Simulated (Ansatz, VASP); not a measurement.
# MgO in VASP and in Ansatz

```
Mg O
1.0
     2.05880    2.05880    0.00000
    -2.05880    2.05880    0.00000
     0.00000    2.05880    2.09207
Mg O
1 1
Direct
  0.00000 0.00000 0.00000
  0.50000 0.50000 0.00000
```

Change from the starting cell: in-plane strain -0.01, out-of-plane length and atoms relaxed by PAW.

Alike in both runs: functional LDA; k mesh 10 × 10 × 10; no spin polarisation.

Ansatz relaxed the structure, and its values are those at the end. VASP's run is a single point on that final structure, the one shown.

|  | VASP | Ansatz |
| --- | --- | --- |
| version | VASP 6.6.1 | Ansatz 0.2.0 |
| potentials or method | VASP PAW LDA potentials, release 64 (Mg, O) | PAW with Ansatz's default frozen-core files, scalar-relativistic |
| plane-wave cutoff (eV) | 520 | 420 |
| occupations | gaussian, width 0.01 eV | fixed |
| valence electrons in the cell | 8 | 16 |

VASP gave:

```
gap on the k mesh at the Fermi level (eV) : 5.16
pressure (GPa)                            : 0.9
```

Which values does Ansatz return?

gap on the k mesh at the Fermi level (eV): 5.16; pressure (GPa): 2.6.

The two sets of potentials don't hold the same shells in valence.
